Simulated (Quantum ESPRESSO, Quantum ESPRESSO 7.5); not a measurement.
## O on fcc sites of Ag(111), stepped through the coverage

Wanted: a table for O on fcc sites of Ag(111) against the coverage, and what can be fitted to it.

Main program and level: Quantum ESPRESSO 7.5; plane-wave DFT, PBE, GBRV ultrasoft pseudopotentials.

This is a report of a sequence of runs, with most program output left out.

## (1) The starting structure

Symmetry: Fm-3m, No. 225, cubic system. The conventional cell has a = 4.090 Å, b = 4.090 Å, c = 4.090 Å, α = 90.00°, β = 90.00°, γ = 90.00°. Nearest to Ag lie 12 Ag at 2.89 Å.

Structure file:

```cif
data_structure
_symmetry_space_group_name_H-M 'P 1'
_symmetry_Int_Tables_number 1
_cell_length_a 2.8921
_cell_length_b 2.8921
_cell_length_c 2.8921
_cell_angle_alpha 60.000
_cell_angle_beta 60.000
_cell_angle_gamma 60.000
_cell_volume 17.10
loop_
_atom_site_label
_atom_site_type_symbol
_atom_site_fract_x
_atom_site_fract_y
_atom_site_fract_z
_atom_site_occupancy
Ag1 Ag 0.00000 0.00000 0.00000 1
```

Set-up: Slabs of 3 layers, covered on the upper face; adsorbates and the top layer relax in a periodic cell, the rest is held (the clean slab relaxes both outer layers); a run under open boundaries (ESM, bc1) gives both vacuum levels. Cells of one to 9 surface sites carry the coverages, on meshes of like density; cold smearing of 0.02 Ry. The slabs take the lattice constants of the bulk relaxed by the same program.

Members 0.1667, 0.25, 0.3333, 0.5 and 0.6667 took the same steps and show in the table alone.

This run has no spin polarisation although its electron count is odd. A spin-polarised state was not tried and may lie lower.

## (2) Variable-cell relaxation of the reference

The bulk crystal is relaxed in cell and atoms; the members are built on its lattice constants.

The input, ref.vc.in:

```
&control
  prefix = 'ref.vc'
  outdir = './out'
  pseudo_dir = './pseudo'
  nstep = 40
  forc_conv_thr = 0.0003
  calculation = 'vc-relax'
/
&system
  ibrav = 0
  nat = 1
  ntyp = 1
  ecutwfc = 50
  ecutrho = 250
  occupations = 'smearing'
  smearing = 'mv'
  degauss = 0.02
/
&electrons
  conv_thr = 1e-09
  mixing_beta = 0.4
  electron_maxstep = 120
/
&ions
/
&cell
  press_conv_thr = 0.3
/
ATOMIC_SPECIES
  Ag  107.8682  ag_pbe_v1.4.uspp.F.UPF
CELL_PARAMETERS angstrom
  0.00000000000000 2.04500000000000 2.04500000000000
  2.04500000000000 0.00000000000000 2.04500000000000
  2.04500000000000 2.04500000000000 0.00000000000000
ATOMIC_POSITIONS crystal
  Ag  0.000000000000 0.000000000000 0.000000000000
K_POINTS automatic
  17 17 17 0 0 0
```

The run is started by

```
OMP_NUM_THREADS=1 mpirun -n 16 pw.x -nk 16 -in ref.vc.in > ref.vc.out
```

Run time: 6.4 s. Hardware: 16 MPI ranks of Arm Neoverse V2, shared host; peak memory 0.77 GiB.

The steps of the relaxation:

```csv
step,energy less that of the first step (eV),largest force (eV/Å),volume (Å³)
1,0.0000,0.0000,17.10
2,-0.0075,0.0000,17.49
3,-0.0094,0.0000,17.80
4,-0.0094,0.0000,17.82
5,-0.0102,0.0000,17.82
```

```csv
"conventional cell, symmetrised",before,after,change
a (Å),4.090,4.146,+1.4 %
b (Å),4.090,4.146,+1.4 %
c (Å),4.090,4.146,+1.4 %
volume (Å³/atom),17.10,17.82,+4.2 %
```

Final coordinates:

```
Ag
1.0
     0.00000    2.07308    2.07308
     2.07308    0.00000    2.07308
     2.07308    2.07308    0.00000
Ag
1
Direct
  0.00000 0.00000 0.00000
```

 The last row is no step: it is a fresh SCF in the final cell with a new plane-wave basis, -1 meV from the row before.

Numbers from this step:

```
free energy  : -4022.1720 eV
Fermi energy : 16.50 eV
```

## (3) Ground state of the reference

A bulk run at that cell gives the reference energy and levels.

The input, ref.bulk.in:

```
&control
  prefix = 'ref.bulk'
  outdir = './out'
  pseudo_dir = './pseudo'
  calculation = 'scf'
  tprnfor = .true.
/
&system
  ibrav = 0
  nat = 1
  ntyp = 1
  ecutwfc = 40
  ecutrho = 200
  occupations = 'smearing'
  smearing = 'mv'
  degauss = 0.02
/
&electrons
  conv_thr = 1e-09
  mixing_beta = 0.4
  electron_maxstep = 120
/
ATOMIC_SPECIES
  Ag  107.8682  ag_pbe_v1.4.uspp.F.UPF
CELL_PARAMETERS angstrom
  0.00000000000000 2.07307637700000 2.07307637700000
  2.07307637700000 0.00000000000000 2.07307637700000
  2.07307637700000 2.07307637700000 0.00000000000000
ATOMIC_POSITIONS crystal
  Ag  0.000000000000 0.000000000000 0.000000000000
K_POINTS automatic
  17 17 17 0 0 0
```

The run is started by

```
OMP_NUM_THREADS=1 mpirun -n 16 pw.x -nk 16 -in ref.bulk.in > ref.bulk.out
```

It took 1.8 s on 16 MPI ranks; peak memory 0.09 GiB.

Read from the output:

- free energy: -4022.1303 eV

## (4) Relaxation with pw.x of the reference

The free molecule gives the reference for adsorption energies.

System of this step: O2 molecule in a box. The cell holds 2 atoms: 2 O. Cell: a = 11.000 Å, b = 11.500 Å, c = 13.000 Å, α = 90.0°, β = 90.0°, γ = 90.0°. Vacuum lies along a, b and c.

The input, ref.gas.in:

```
&control
  prefix = 'ref.gas'
  outdir = './out'
  pseudo_dir = './pseudo'
  nstep = 40
  forc_conv_thr = 0.001
  calculation = 'relax'
/
&system
  ibrav = 0
  nat = 2
  ntyp = 1
  ecutwfc = 40
  ecutrho = 200
  occupations = 'smearing'
  smearing = 'gaussian'
  degauss = 0.002
  nspin = 2
  starting_magnetization(1) = 0.5
/
&electrons
  conv_thr = 1e-07
  mixing_beta = 0.4
  electron_maxstep = 120
/
&ions
/
ATOMIC_SPECIES
  O   15.9990  o_pbe_v1.2.uspp.F.UPF
CELL_PARAMETERS angstrom
  11.00000000000000 0.00000000000000 0.00000000000000
  0.00000000000000 11.50000000000000 0.00000000000000
  0.00000000000000 0.00000000000000 13.00000000000000
ATOMIC_POSITIONS crystal
  O   0.500000000000 0.500000000000 0.452692307692
  O   0.500000000000 0.500000000000 0.547307692308
K_POINTS automatic
  1 1 1 0 0 0
```

The run is started by

```
OMP_NUM_THREADS=1 mpirun -n 16 pw.x -nk 1 -in ref.gas.in > ref.gas.out
```

The job ended after 7.1 s (16 MPI ranks; peak memory 2.2 GiB).

The steps of the relaxation:

```csv
step,energy less that of the first step (eV),largest force (eV/Å)
1,0.0000,0.3863
2,0.0027,0.7517
3,-0.0011,0.0152
```

Numbers from this step:

```
free energy            : -874.9428 eV
Fermi energy           : -5.528 eV
magnetization          : 2 μB
absolute magnetization : 2.05 μB
site moments           : 0.5692, 0.5692 μB
```

## (5) Relaxing the ions, 0 ML

What the set-up leaves free in this member is relaxed.

System of this step: Ag(111), 3 layers, 1 sites a cell. The cell holds 3 atoms: 3 Ag. Cell: a = 2.932 Å, b = 2.932 Å, c = 18.980 Å, α = 90.0°, β = 90.0°, γ = 60.0°. It derives from Ag. Vacuum lies along c.

The input, m0.relax.in:

```
&control
  prefix = 'm0.relax'
  outdir = './out'
  pseudo_dir = './pseudo'
  nstep = 70
  forc_conv_thr = 0.0015
  calculation = 'relax'
/
&system
  ibrav = 0
  nat = 3
  ntyp = 1
  ecutwfc = 40
  ecutrho = 200
  occupations = 'smearing'
  smearing = 'mv'
  degauss = 0.02
/
&electrons
  conv_thr = 1e-07
  mixing_beta = 0.3
  electron_maxstep = 120
  mixing_mode = 'local-TF'
/
&ions
/
ATOMIC_SPECIES
  Ag  107.8682  ag_pbe_v1.4.uspp.F.UPF
CELL_PARAMETERS angstrom
  2.93177272818868 0.00000000000000 0.00000000000000
  1.46588636409434 2.53898966073381 0.00000000000000
  0.00000000000000 0.00000000000000 18.97977473313884
ATOMIC_POSITIONS crystal
  Ag  0.333333333300 0.333333333300 0.373877196000
  Ag  0.666666666700 0.666666666700 0.500000000000 0 0 0
  Ag  0.000000000000 0.000000000000 0.626122804000
K_POINTS automatic
  9 9 1 0 0 0
```

The run is started by

```
OMP_NUM_THREADS=1 mpirun -n 16 pw.x -nk 4 -in m0.relax.in > m0.relax.out
```

Run time: 4.3 s. Hardware: 16 MPI ranks; peak memory 0.91 GiB.

No atom moved by 0.005 Å in the relaxation.

 On the free atoms the largest force ends at 0.001 eV/Å.

This step gave:

```
free energy  : -12065.7037 eV
Fermi energy : 3.436 eV
```

## (6) SCF with pw.x, 0 ML

A run under open boundaries on these atoms gives the vacuum levels.

The input, m0.esm.in:

```
&control
  prefix = 'm0.esm'
  outdir = './out'
  pseudo_dir = './pseudo'
  calculation = 'scf'
  tprnfor = .true.
/
&system
  ibrav = 0
  nat = 3
  ntyp = 1
  ecutwfc = 40
  ecutrho = 200
  occupations = 'smearing'
  smearing = 'mv'
  degauss = 0.02
  assume_isolated = 'esm'
  esm_bc = 'bc1'
/
&electrons
  conv_thr = 1e-07
  mixing_beta = 0.25
  electron_maxstep = 160
  mixing_mode = 'local-TF'
  mixing_ndim = 12
/
ATOMIC_SPECIES
  Ag  107.8682  ag_pbe_v1.4.uspp.F.UPF
CELL_PARAMETERS angstrom
  2.93177272818868 0.00000000000000 0.00000000000000
  1.46588636409434 2.53898966073381 0.00000000000000
  0.00000000000000 0.00000000000000 18.97977473313884
ATOMIC_POSITIONS crystal
  Ag  0.333333275598 0.333333448803 -0.126122806589
  Ag  0.666666493462 0.666667013077 0.000000000000
  Ag  0.000000000000 0.000000000000 0.126122806589
K_POINTS automatic
  9 9 1 0 0 0
```

The run is started by

```
OMP_NUM_THREADS=1 mpirun -n 16 pw.x -nk 4 -in m0.esm.in > m0.esm.out
```

Wall time 11 s (16 MPI ranks); peak memory 0.91 GiB; 2.9 min of CPU time.

This step gave:

```
free energy                                                    : -12065.7038 eV
Fermi energy                                                   : -4.556 eV
vacuum line at the lower end of the cell, over the Fermi level : 4.556 eV
vacuum line at the upper end of the cell, over the Fermi level : 4.556 eV
```

Electrostatic potential energy of an electron; zero at the Fermi level. Potential energy, planar mean against z:

z (Å), potential energy, planar mean (eV) and a bar from the least value:
```
       -9        4.6 ##############################
       -8        4.6 ##############################
       -7        4.6 ##############################
       -6        4.6 ##############################
       -5        4.5 ##############################
       -4        3.8 #############################
       -3       -6.1 ##################
       -2      -12.8 ##########
       -1        0.3 #########################
        0      -22.1 
        1        0.3 #########################
        2      -12.8 ##########
        3       -6.1 ##################
        4        3.8 #############################
        5        4.5 ##############################
        6        4.6 ##############################
        7        4.6 ##############################
        8        4.6 ##############################
        9        4.6 ##############################
```

The vacuum levels are read from the outermost 0.7 Å of the cell on either side.

Inside the slab this potential holds the local part of the pseudopotentials, which can be repulsive at the nuclei; only its value in the vacuum has a meaning of its own.

## (7) Relaxation with pw.x, 0.1111 ML

System of this step: Ag(111), 3 layers, 9 sites a cell, 1 O on fcc sites. The cell holds 28 atoms: 27 Ag and 1 O. Its edges and angles: a = 8.795 Å, b = 8.795 Å, c = 20.287 Å, α = 90.0°, β = 90.0°, γ = 60.0°. It derives from Ag. Vacuum lies along c.

The input, m1.relax.in:

```
&control
  prefix = 'm1.relax'
  outdir = './out'
  pseudo_dir = './pseudo'
  nstep = 70
  forc_conv_thr = 0.0015
  calculation = 'relax'
/
&system
  ibrav = 0
  nat = 28
  ntyp = 2
  ecutwfc = 40
  ecutrho = 200
  occupations = 'smearing'
  smearing = 'mv'
  degauss = 0.02
/
&electrons
  conv_thr = 1e-07
  mixing_beta = 0.3
  electron_maxstep = 120
  mixing_mode = 'local-TF'
/
&ions
/
ATOMIC_SPECIES
  Ag  107.8682  ag_pbe_v1.4.uspp.F.UPF
  O   15.9990  o_pbe_v1.2.uspp.F.UPF
CELL_PARAMETERS angstrom
  8.79531818456604 0.00000000000000 0.00000000000000
  4.39765909228302 7.61696898220142 0.00000000000000
  0.00000000000000 0.00000000000000 20.28747895530520
ATOMIC_POSITIONS crystal
  Ag  0.000000000000 0.000000000000 0.349777563471 0 0 0
  Ag  0.000000000000 0.333333333300 0.349777563471 0 0 0
  Ag  0.000000000000 0.666666666700 0.349777563471 0 0 0
  Ag  0.333333333300 0.000000000000 0.349777563471 0 0 0
  Ag  0.333333333300 0.333333333300 0.349777563471 0 0 0
  Ag  0.333333333300 0.666666666700 0.349777563471 0 0 0
  Ag  0.666666666700 0.000000000000 0.349777563471 0 0 0
  Ag  0.666666666700 0.333333333300 0.349777563471 0 0 0
[... 16 atom lines left out ...]
  Ag  0.555555555600 0.888888888900 0.585763751197
  Ag  0.555555555600 0.222222222200 0.585763751197
  Ag  0.555555555600 0.555555555600 0.585763751197
  O   0.000000000000 0.000000000000 0.650222436529
K_POINTS automatic
  3 3 1 0 0 0
```

The run is started by

```
OMP_NUM_THREADS=1 mpirun -n 16 pw.x -nk 1 -in m1.relax.in > m1.relax.out
```

It took 22 min on 16 MPI ranks; peak memory 3.9 GiB; 5.9 h of CPU time.

Step by step:

```csv
step,energy less that of the first step (eV),largest force (eV/Å)
1,0.0000,0.6402
2,-0.0248,0.4830
3,-0.0460,0.3451
4,-0.0687,0.3580
5,-0.0871,0.4521
6,-0.0937,0.4018
7,-0.0998,0.2926
8,-0.1051,0.0774
9,-0.1057,0.0459
10,-0.1060,0.0391
```

The atoms that moved most (Å):

```csv
atom,dx,dy,dz,length
Ag20,0.000,0.101,0.034,0.106
Ag22,0.087,-0.050,0.034,0.106
Ag19,-0.087,-0.050,0.034,0.106
O28,0.000,0.000,-0.104,0.104
Ag26,-0.028,0.016,-0.019,0.038
Ag24,0.000,-0.033,-0.019,0.038
Ag23,0.028,0.016,-0.019,0.038
Ag27,0.009,0.005,-0.025,0.027
```

Final coordinates:

```cif
data_structure
_symmetry_space_group_name_H-M 'P 1'
_symmetry_Int_Tables_number 1
_cell_length_a 8.7953
_cell_length_b 8.7953
_cell_length_c 20.2875
_cell_angle_alpha 90.000
_cell_angle_beta 90.000
_cell_angle_gamma 60.000
_cell_volume 1359.13
loop_
_atom_site_label
_atom_site_type_symbol
_atom_site_fract_x
_atom_site_fract_y
_atom_site_fract_z
_atom_site_occupancy
Ag1 Ag 0.00000 0.00000 0.34978 1
Ag2 Ag 0.00000 0.33333 0.34978 1
Ag3 Ag 0.00000 0.66667 0.34978 1
Ag4 Ag 0.33333 0.00000 0.34978 1
Ag5 Ag 0.33333 0.33333 0.34978 1
Ag6 Ag 0.33333 0.66667 0.34978 1
Ag7 Ag 0.66667 0.00000 0.34978 1
Ag8 Ag 0.66667 0.33333 0.34978 1
Ag9 Ag 0.66667 0.66667 0.34978 1
Ag10 Ag 0.11111 0.11111 0.46777 1
Ag11 Ag 0.11111 0.44444 0.46777 1
Ag12 Ag 0.11111 0.77778 0.46777 1
Ag13 Ag 0.44444 0.11111 0.46777 1
Ag14 Ag 0.44444 0.44444 0.46777 1
Ag15 Ag 0.44444 0.77778 0.46777 1
Ag16 Ag 0.77778 0.11111 0.46777 1
Ag17 Ag 0.77778 0.44444 0.46777 1
Ag18 Ag 0.77778 0.77778 0.46777 1
Ag19 Ag 0.88228 0.88228 0.58744 1
Ag20 Ag 0.88228 0.23545 0.58744 1
Ag21 Ag 0.88750 0.55625 0.58454 1
Ag22 Ag 0.23545 0.88228 0.58744 1
Ag23 Ag 0.22437 0.22437 0.58485 1
Ag24 Ag 0.22437 0.55125 0.58485 1
Ag25 Ag 0.55625 0.88750 0.58454 1
Ag26 Ag 0.55125 0.22437 0.58485 1
Ag27 Ag 0.55625 0.55625 0.58454 1
O28 O 0.00000 0.00000 0.64509 1
```

The relaxation lowers the energy by 4 meV an atom. On the free atoms the largest force ends at 0.039 eV/Å.

Numbers from this step:

```
free energy  : -109029.4257 eV
Fermi energy : 2.877 eV
```

## (8) Self-consistent run, 0.1111 ML

The input, m1.esm.in:

```
&control
  prefix = 'm1.esm'
  outdir = './out'
  pseudo_dir = './pseudo'
  calculation = 'scf'
  tprnfor = .true.
/
&system
  ibrav = 0
  nat = 28
  ntyp = 2
  ecutwfc = 40
  ecutrho = 200
  occupations = 'smearing'
  smearing = 'mv'
  degauss = 0.02
  assume_isolated = 'esm'
  esm_bc = 'bc1'
/
&electrons
  conv_thr = 1e-07
  mixing_beta = 0.25
  electron_maxstep = 160
  mixing_mode = 'local-TF'
  mixing_ndim = 12
/
ATOMIC_SPECIES
  Ag  107.8682  ag_pbe_v1.4.uspp.F.UPF
  O   15.9990  o_pbe_v1.2.uspp.F.UPF
CELL_PARAMETERS angstrom
  8.79531818456604 0.00000000000000 0.00000000000000
  4.39765909228302 7.61696898220142 0.00000000000000
  0.00000000000000 0.00000000000000 20.28747895530520
ATOMIC_POSITIONS crystal
  Ag  0.000000000000 0.000000000000 -0.147655213300
  Ag  -0.000000000000 0.333333333300 -0.147655213300
  Ag  -0.000000000000 0.666666666700 -0.147655213300
  Ag  0.333333333300 0.000000000000 -0.147655213300
  Ag  0.333333333300 0.333333333300 -0.147655213300
  Ag  0.333333333300 0.666666666700 -0.147655213300
  Ag  0.666666666700 0.000000000000 -0.147655213300
  Ag  0.666666666700 0.333333333300 -0.147655213300
[... 16 atom lines left out ...]
  Ag  0.556248969200 0.887502061800 0.087106201300
  Ag  0.551252980200 0.224373509900 0.087412461700
  Ag  0.556248969200 0.556248969200 0.087106201300
  O   0.000000000000 0.000000000000 0.147655213300
K_POINTS automatic
  3 3 1 0 0 0
```

The run is started by

```
OMP_NUM_THREADS=1 mpirun -n 16 pw.x -nk 1 -in m1.esm.in > m1.esm.out
```

It took 8.8 min on 16 MPI ranks; peak memory 4.2 GiB; 2.3 h of CPU time.

This step gave:

| Item | Value |
| --- | --- |
| free energy | -109029.4176 eV |
| Fermi energy | -4.727 eV |
| vacuum line at the lower end of the cell, over the Fermi level | 4.473 eV |
| vacuum line at the upper end of the cell, over the Fermi level | 4.981 eV |

Inside the slab this potential holds the local part of the pseudopotentials, which can be repulsive at the nuclei; only its value in the vacuum has a meaning of its own.

## (9) Relaxing the ions, 0.75 ML

System of this step: Ag(111), 3 layers, 4 sites a cell, 3 O on fcc sites. The cell holds 15 atoms: 12 Ag and 3 O. Its edges and angles: a = 5.864 Å, b = 5.864 Å, c = 20.287 Å, α = 90.0°, β = 90.0°, γ = 60.0°. It derives from Ag. Vacuum lies along c.

The input, m7.relax.in:

```
&control
  prefix = 'm7.relax'
  outdir = './out'
  pseudo_dir = './pseudo'
  nstep = 70
  forc_conv_thr = 0.0015
  calculation = 'relax'
/
&system
  ibrav = 0
  nat = 15
  ntyp = 2
  ecutwfc = 40
  ecutrho = 200
  occupations = 'smearing'
  smearing = 'mv'
  degauss = 0.02
/
&electrons
  conv_thr = 1e-07
  mixing_beta = 0.3
  electron_maxstep = 120
  mixing_mode = 'local-TF'
/
&ions
/
ATOMIC_SPECIES
  Ag  107.8682  ag_pbe_v1.4.uspp.F.UPF
  O   15.9990  o_pbe_v1.2.uspp.F.UPF
CELL_PARAMETERS angstrom
  5.86354545637736 0.00000000000000 0.00000000000000
  2.93177272818868 5.07797932146761 0.00000000000000
  0.00000000000000 0.00000000000000 20.28747895530520
ATOMIC_POSITIONS crystal
  Ag  0.000000000000 0.500000000000 0.349777563471 0 0 0
  Ag  0.500000000000 0.000000000000 0.349777563471 0 0 0
  Ag  0.500000000000 0.500000000000 0.349777563471 0 0 0
  Ag  0.000000000000 0.000000000000 0.349777563471 0 0 0
  Ag  0.166666666700 0.666666666700 0.467770657334 0 0 0
  Ag  0.666666666700 0.166666666700 0.467770657334 0 0 0
  Ag  0.666666666700 0.666666666700 0.467770657334 0 0 0
  Ag  0.166666666700 0.166666666700 0.467770657334 0 0 0
  Ag  0.833333333300 0.333333333300 0.585763751197
  Ag  0.333333333300 0.833333333300 0.585763751197
  Ag  0.333333333300 0.333333333300 0.585763751197
  Ag  0.833333333300 0.833333333300 0.585763751197
  O   0.000000000000 0.500000000000 0.650222436529
  O   0.500000000000 0.000000000000 0.650222436529
  O   0.500000000000 0.500000000000 0.650222436529
K_POINTS automatic
  5 5 1 0 0 0
```

The run is started by

```
OMP_NUM_THREADS=1 mpirun -n 16 pw.x -nk 2 -in m7.relax.in > m7.relax.out
```

Wall time 9.7 min (16 MPI ranks); peak memory 2 GiB.

The steps of the relaxation:

```csv
step,energy less that of the first step (eV),largest force (eV/Å)
1,0.0000,0.5617
2,-0.0196,0.4541
3,-0.0383,0.3482
4,-0.0608,0.2281
5,-0.0814,0.2210
6,-0.0879,0.1821
7,-0.0920,0.1270
8,-0.0955,0.0864
9,-0.0965,0.0887
10,-0.0976,0.0931
11,-0.0985,0.0823
12,-0.0996,0.0660
13,-0.1005,0.0886
14,-0.1012,0.0774
15,-0.1017,0.0369
```

The atoms that moved most (Å):

```csv
atom,dx,dy,dz,length
O15,0.049,0.028,-0.090,0.106
O14,0.000,-0.057,-0.090,0.106
O13,-0.049,0.028,-0.090,0.106
Ag10,-0.075,0.044,-0.027,0.091
Ag9,0.000,-0.087,-0.027,0.091
Ag12,0.075,0.044,-0.027,0.091
Ag11,0.000,0.000,-0.038,0.038
```

The relaxed structure:

```cif
data_structure
_symmetry_space_group_name_H-M 'P 1'
_symmetry_Int_Tables_number 1
_cell_length_a 5.8635
_cell_length_b 5.8635
_cell_length_c 20.2875
_cell_angle_alpha 90.000
_cell_angle_beta 90.000
_cell_angle_gamma 60.000
_cell_volume 604.06
loop_
_atom_site_label
_atom_site_type_symbol
_atom_site_fract_x
_atom_site_fract_y
_atom_site_fract_z
_atom_site_occupancy
Ag1 Ag 0.00000 0.50000 0.34978 1
Ag2 Ag 0.50000 0.00000 0.34978 1
Ag3 Ag 0.50000 0.50000 0.34978 1
Ag4 Ag 0.00000 0.00000 0.34978 1
Ag5 Ag 0.16667 0.66667 0.46777 1
Ag6 Ag 0.66667 0.16667 0.46777 1
Ag7 Ag 0.66667 0.66667 0.46777 1
Ag8 Ag 0.16667 0.16667 0.46777 1
Ag9 Ag 0.84191 0.31619 0.58443 1
Ag10 Ag 0.31619 0.84191 0.58443 1
Ag11 Ag 0.33333 0.33333 0.58391 1
Ag12 Ag 0.84191 0.84191 0.58443 1
O13 O 0.98887 0.50557 0.64578 1
O14 O 0.50557 0.98887 0.64578 1
O15 O 0.50557 0.50557 0.64578 1
```

The relaxation lowers the energy by 7 meV an atom. On the free atoms the largest force ends at 0.037 eV/Å.

Numbers from this step:

```
free energy  : -49573.0839 eV
Fermi energy : 2.389 eV
```

[end of part 1 of 2]

[Logs are printed without paths, hosts, clocks, repeated set-up lines and the standing remarks that a program may print on its own settings, such as how far it seeks lower states.]

[Hosts, paths, dates, database ids (printed as entryN), source tags and the programs' standing remarks are cut or masked in the printed files.]

[Maps of the electrostatic potential energy from Ansatz leave out the sawtooth potential of an applied field or a dipole correction, so their vacuum need not be flat; planar profiles and work functions include it.]
